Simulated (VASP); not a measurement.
# AlP (F-43m) in VASP: notebook, part 2 of 2

VASP 6.6.1. Earlier steps stand in the parts before.

### Step 4. Single point, PBE+D3(BJ) (volume scaled by 0.98)

The input, INCAR:

```
ALGO = Normal
EDIFF = 1E-6
ENCUT = 500
GGA = PE
GGA_COMPAT = False
ISIF = 2
ISMEAR = 0
IVDW = 12
LASPH = True
LCHARG = False
LREAL = False
LWAVE = False
NBANDS = 11
NELM = 120
PREC = Accurate
SIGMA = 0.05
```

The input, KPOINTS:

```
k-points
0
Gamma
  8 8 8
```

The input, POSCAR:

```
AlP
1.0
    0.0000000000      2.7108114800      2.7108114800
    2.7108114800      0.0000000000      2.7108114800
    2.7108114800      2.7108114800      0.0000000000
Al P
1 1
Direct
    0.0000000000      0.0000000000      0.0000000000
    0.7500000000      0.7500000000      0.7500000000
```

Potentials or basis: VASP PAW PBE potentials, release 64 (Al, P).

The run is started by

```bash
cat potpaw_PBE.64/Al/POTCAR potpaw_PBE.64/P/POTCAR > POTCAR
mpirun -np 1 vasp_std > vasp.out
```

OUTCAR:

```text
EDIFF = 1E-6
   ENCUT = 500
   GGA = PE
   ISIF = 2
   ISMEAR = 0
   IVDW = 12
   LASPH = True
   LREAL = False
   NELM = 120
   PREC = Accurate
 IVDW          = 12

 ion  position               nearest neighbor table
   1  0.000  0.000  0.000-   2 2.35   2 2.35   2 2.35   2 2.35
   2  0.750  0.750  0.750-   1 2.35   1 2.35   1 2.35   1 2.35

  LATTYP: Found a face centered cubic cell.
 ALAT       =     5.4216229600

  Lattice vectors:

 A1 = (   0.0000000000,   2.7108114800,   2.7108114800)
 A2 = (   2.7108114800,   0.0000000000,   2.7108114800)
 A3 = (   2.7108114800,   2.7108114800,   0.0000000000)

Analysis of symmetry for initial positions (statically):
=====================================================================
 Subroutine PRICEL returns:
 Original cell was already a primitive cell.

 Routine SETGRP: Setting up the symmetry group for a
 face centered cubic supercell.

 Subroutine GETGRP returns: Found 24 space group operations
 (whereof 24 operations were pure point group operations)
 out of a pool of 48 trial point group operations.

The static configuration has the point symmetry T_d .

[... 171 lines left out ...]
      3       4.7762      2.00000
      4       4.7762      2.00000
      5       8.2644      0.00000
      6       9.3673      0.00000
      7       9.3673      0.00000
      8       9.3673      0.00000
      9      13.6349      0.00000
     10      13.6349      0.00000
     11      15.2170      0.00000
[... 309 lines left out ...]
 k-point    24 :      -0.3750    0.2500    0.1250
  band No.  band energies     occupation
      1      -4.7971      2.00000
      2      -0.4725      2.00000
      3       2.1334      2.00000
      4       3.2590      2.00000
      5       8.7492      0.00000
      6       9.3481      0.00000
      7      11.7401      0.00000
      8      12.5608      0.00000
      9      13.8804      0.00000
     10      16.3419      0.00000
     11      17.6699      0.00000

 [... further k-points ...]

------------------------ aborting loop because EDIFF is reached ----------------------------------------

 Edisp (eV)   -0.63051

 E8    (eV) :    -0.2611

  FORCE on cell =-STRESS in cart. coord.  units (eV):
  Direction    XX          YY          ZZ          XY          YZ          ZX
  --------------------------------------------------------------------------------------
  -------------------------------------------------------------------------------------
  Total       0.36044     0.36044     0.36044     0.00000    -0.00000     0.00000
  in kB      14.49494    14.49494    14.49494     0.00000    -0.00000     0.00000
  external pressure =       14.49 kB  Pullay stress =        0.00 kB

 VOLUME and BASIS-vectors are now :
 -----------------------------------------------------------------------------
  energy-cutoff  :      500.00
  volume of cell :       39.84
      direct lattice vectors                 reciprocal lattice vectors
     0.000000000  2.710811480  2.710811480    -0.184446614  0.184446614  0.184446614
     2.710811480  0.000000000  2.710811480     0.184446614 -0.184446614  0.184446614
     2.710811480  2.710811480  0.000000000     0.184446614  0.184446614 -0.184446614

 POSITION                                       TOTAL-FORCE (eV/Angst)
 -----------------------------------------------------------------------------------
      0.00000      0.00000      0.00000         0.000000      0.000000      0.000000
      4.06622      4.06622      4.06622        -0.000000     -0.000000     -0.000000
 -----------------------------------------------------------------------------------
    total drift:                               -0.000000     -0.000000     -0.000000

  FREE ENERGIE OF THE ION-ELECTRON SYSTEM (eV)
  ---------------------------------------------------
  free  energy   TOTEN  =       -10.9833446616 eV

  energy  without entropy=      -10.9833446616  energy(sigma->0) =      -10.98334466
```

stdout:

```text
POSCAR found type information on POSCAR AlP
 POSCAR found :  2 types and       2 ions
 scaLAPACK will be used
 LDA part: xc-table for (Slater+PW92), standard interpolation
 POSCAR, INCAR and KPOINTS ok, starting setup
 FFT: planning ... GRIDC
 FFT: planning ... GRID_SOFT
 FFT: planning ... GRID
 WAVECAR not read
 entering main loop
```

Wall time 20 s (1 thread of Intel Xeon Platinum 8488C (Sapphire Rapids), shared host); peak memory 0.16 GiB.

What came out:

```
Free energy                : -10.9833 eV
Pressure                   : 1.4 GPa
Band gap on the k mesh     : 1.54 eV, indirect (least direct gap 3.49 eV)
Dispersion energy per atom : -0.315 eV
```

Caveat: three body term missing.

### Step 5. Single point, PBE+D3(BJ) (volume scaled by 1.02)

The input, INCAR:

```
SYSTEM = AlP
PREC = Accurate ; ENCUT = 500
EDIFF = 1E-6 ; ISMEAR = 0
SIGMA = 0.05 ; LREAL = .FALSE.
LASPH = .TRUE. ; NELM = 120
ALGO = Normal ; ISIF = 2
LWAVE = .FALSE. ; LCHARG = .FALSE.
GGA = PE ; IVDW = 12
NBANDS = 11 ; GGA_COMPAT = .FALSE.
```

The input, KPOINTS:

```
regular mesh
0
G
  8 8 8
  0 0 0
```

The input, POSCAR:

```
AlP
1.0
    0.0000000000      2.7472025537      2.7472025537
    2.7472025537      0.0000000000      2.7472025537
    2.7472025537      2.7472025537      0.0000000000
Al P
1 1
Direct
    0.0000000000      0.0000000000      0.0000000000
    0.7500000000      0.7500000000      0.7500000000
```

Potentials or basis: VASP PAW PBE potentials, release 64 (Al, P).

The run is started by

```bash
cat potpaw_PBE.64/Al/POTCAR potpaw_PBE.64/P/POTCAR > POTCAR
mpirun -np 1 vasp_std > vasp.out
```

OUTCAR:

```text
SYSTEM = AlP
   PREC = Accurate
   ENCUT = 500
   EDIFF = 1E-6
   ISMEAR = 0
   LREAL = .FALSE.
   LASPH = .TRUE.
   NELM = 120
   ISIF = 2
   GGA = PE
   IVDW = 12
 IVDW          = 12

 ion  position               nearest neighbor table
   1  0.000  0.000  0.000-   2 2.38   2 2.38   2 2.38   2 2.38
   2  0.750  0.750  0.750-   1 2.38   1 2.38   1 2.38   1 2.38

  LATTYP: Found a face centered cubic cell.
 ALAT       =     5.4944051074

  Lattice vectors:

 A1 = (   0.0000000000,   2.7472025537,   2.7472025537)
 A2 = (   2.7472025537,   0.0000000000,   2.7472025537)
 A3 = (   2.7472025537,   2.7472025537,   0.0000000000)

Analysis of symmetry for initial positions (statically):
=====================================================================
 Subroutine PRICEL returns:
 Original cell was already a primitive cell.

 Routine SETGRP: Setting up the symmetry group for a
 face centered cubic supercell.

 Subroutine GETGRP returns: Found 24 space group operations
 (whereof 24 operations were pure point group operations)
 out of a pool of 48 trial point group operations.

[... 171 lines left out ...]
      1      -6.9890      2.00000
      2       4.4093      2.00000
      3       4.4093      2.00000
      4       4.4093      2.00000
      5       7.5543      0.00000
      6       8.9444      0.00000
      7       8.9444      0.00000
      8       8.9444      0.00000
      9      13.2226      0.00000
     10      13.2226      0.00000
     11      14.5694      0.00000
[... 309 lines left out ...]
 k-point    24 :      -0.3750    0.2500    0.1250
  band No.  band energies     occupation
      1      -5.0516      2.00000
      2      -0.6898      2.00000
      3       1.8584      2.00000
      4       2.9553      2.00000
      5       8.3382      0.00000
      6       8.9165      0.00000
      7      11.2390      0.00000
      8      12.0535      0.00000
      9      13.3258      0.00000
     10      15.7957      0.00000
     11      17.0186      0.00000

 [... further k-points ...]

------------------------ aborting loop because EDIFF is reached ----------------------------------------

 Edisp (eV)   -0.60353

 E8    (eV) :    -0.2496

  FORCE on cell =-STRESS in cart. coord.  units (eV):
  Direction    XX          YY          ZZ          XY          YZ          ZX
  --------------------------------------------------------------------------------------
  -------------------------------------------------------------------------------------
  Total      -0.52880    -0.52880    -0.52880     0.00000     0.00000     0.00000
  in kB     -20.43138   -20.43138   -20.43138     0.00000     0.00000     0.00000
  external pressure =      -20.43 kB  Pullay stress =        0.00 kB

 VOLUME and BASIS-vectors are now :
 -----------------------------------------------------------------------------
  energy-cutoff  :      500.00
  volume of cell :       41.47
      direct lattice vectors                 reciprocal lattice vectors
     0.000000000  2.747202554  2.747202554    -0.182003325  0.182003325  0.182003325
     2.747202554  0.000000000  2.747202554     0.182003325 -0.182003325  0.182003325
     2.747202554  2.747202554  0.000000000     0.182003325  0.182003325 -0.182003325

 POSITION                                       TOTAL-FORCE (eV/Angst)
 -----------------------------------------------------------------------------------
      0.00000      0.00000      0.00000        -0.000000      0.000000      0.000000
      4.12080      4.12080      4.12080         0.000000     -0.000000     -0.000000
 -----------------------------------------------------------------------------------
    total drift:                                0.000000      0.000000     -0.000000

  FREE ENERGIE OF THE ION-ELECTRON SYSTEM (eV)
  ---------------------------------------------------
  free  energy   TOTEN  =       -10.9798680236 eV

  energy  without entropy=      -10.9798680236  energy(sigma->0) =      -10.97986802
```

Wall time 18 s (1 thread of Intel Xeon Platinum 8488C (Sapphire Rapids), shared host); peak memory 0.16 GiB.

Results:

* Free energy: -10.9799 eV
* Pressure: -2.0 GPa
* Band gap on the k mesh: 1.62 eV, indirect (least direct gap 3.15 eV)
* Dispersion energy per atom: -0.302 eV

Caveat: three body term missing. A k mesh can miss the band edges.

### Step 6. Single point, BLYP

The input, INCAR:

```
SYSTEM = AlP
PREC = Accurate
ENCUT = 500
EDIFF = 1E-6
ISMEAR = 0
SIGMA = 0.05
LREAL = .False.
LASPH = .True.
NELM = 120
ALGO = Normal
ISIF = 2
LWAVE = .False.
LCHARG = .False.
GGA = B5
ALDAX = 1.0
AGGAX = 1.0
AGGAC = 1.0
ALDAC = 0.0
NBANDS = 11
GGA_COMPAT = .False.
```

The input, KPOINTS:

```
Automatic mesh
0
Gamma
  8 8 8
  0 0 0
```

The input, POSCAR:

```
AlP
1.0
    0.0000000000      2.7254991651      2.7254991651
    2.7254991651      0.0000000000      2.7254991651
    2.7254991651      2.7254991651      0.0000000000
Al P
1 1
Direct
    0.0000000000      0.0000000000      0.0000000000
    0.7500000000      0.7500000000      0.7500000000
```

Potentials or basis: VASP PAW PBE potentials, release 64 (Al, P).

The run is started by

```bash
cat potpaw_PBE.64/Al/POTCAR potpaw_PBE.64/P/POTCAR > POTCAR
mpirun -np 1 vasp_std > vasp.out
```

Wall time 23 s (1 thread of Intel Xeon Platinum 8488C (Sapphire Rapids), shared host); peak memory 0.15 GiB.

It converged, with:

| Item | Value |
| --- | --- |
| Free energy | -9.1038 eV |
| Pressure | 5.3 GPa |
| Band gap on the k mesh | 1.83 eV, indirect (least direct gap 3.44 eV) |

Levels at points of the mesh, in eV from the valence-band top:
```
           k point  band 1  band 2  band 3  band 4  band 5  band 6  band 7  band 8  band 9
(0.00, 0.00, 0.00)  -11.48    0.00    0.00    0.00    3.44    4.67    4.67    4.67    8.99
(0.50, 0.00, 0.00)   -9.82   -5.45   -0.75   -0.75    2.93    4.98    4.98    8.61   11.66
(0.50, 0.50, 0.00)   -9.16   -5.27   -2.06   -2.06    1.83    2.63   11.18   11.18   12.18
```

Caveat: the PAW data sets were made with another functional, which shifts forces and pressure a little.

### Step 7. Summary

| level | cell | gap on the mesh (eV) | pressure (GPa) |
| --- | --- | --- | --- |
| PBE+D3(BJ) | a = 3.854 Å, angles 60.0°, 2 atoms | 1.57 | 0.0 |
| PBE+D3(BJ) | a = 3.860 Å, angles 60.0°, 2 atoms | 1.58 | -0.4 |
| PBE+D3(BJ) | a = 3.834 Å, angles 60.0°, 2 atoms | 1.54 | 1.4 |
| PBE+D3(BJ) | a = 3.885 Å, angles 60.0°, 2 atoms | 1.62 | -2.0 |
| BLYP | a = 3.854 Å, angles 60.0°, 2 atoms | 1.83 | 5.3 |

Alike in all rows: task single point; potentials or basis VASP PAW PBE potentials, release 64 (Al, P); no spin polarisation; k mesh 8 × 8 × 8; cutoff (eV) 500; smearing gaussian 0.05 eV.

Caveats: three body term missing (some runs); the PAW data sets were made with another functional, which shifts forces and pressure a little (some runs).

Total energies depend on the potentials used, so only differences within one code and one set of settings carry meaning.

### Step 8. Against experiment

Step 2. Measured gap of AlP: 2.505 eV (indirect; 4.2 K; a printed reference work, data compilation). This calculation gives 1.57 eV (-0.94 eV). The value is that of PBE+D3(BJ) on a finite k mesh, which can miss the band edges, without temperature or zero-point motion. Semilocal functionals fall short of measured gaps as a rule.

Step 3. A measured gap of AlP is 2.505 eV (indirect; 4.2 K; a printed reference work, data compilation); the calculated 1.58 eV misses it by -0.93 eV. The value is that of PBE+D3(BJ) on a finite k mesh, which can miss the band edges, without temperature or zero-point motion. Semilocal functionals fall short of measured gaps as a rule.
